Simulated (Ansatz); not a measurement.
Cl, 4 atoms in the cell. It takes space group Cmce (No. 64, orthorhombic). The conventional cell has a = 6.290 Å, b = 4.500 Å, c = 8.210 Å, α = 90.00°, β = 90.00°, γ = 90.00°. Cl (site symmetry m) has 1 Cl at 2.02 Å as nearest neighbours. 

* Program: Ansatz 0.2.0
* Task: relaxation of cell and atoms
* Functional: PBE
* Potentials or basis: SPMS NC
* Cutoff: 544 eV (not typed: the program's choice for these potentials)
* k mesh: 7 × 7 × 4
* Occupations: fermi-dirac, width 0.05 eV
* Spin: no spin polarisation

Potentials or basis: SPMS NC.

The run is started by

```sh
$ ansatz run input.yaml --threads 2 --pin off --max-ram 5632MiB --backend cpu --events-out ev --progress --plain --runs-dir out
```

Hardware: 2 threads of AMD EPYC 7R32 (Zen 2), on a shared host.

Question: How long does it take, and how much memory?

Answer: It took 71 s on 2 threads of AMD EPYC 7R32 (Zen 2), on a shared host, peak memory 0.49 GiB. Counts: scf iterations 109, plane waves 4053, k points 48, bands 18, ion steps 19.
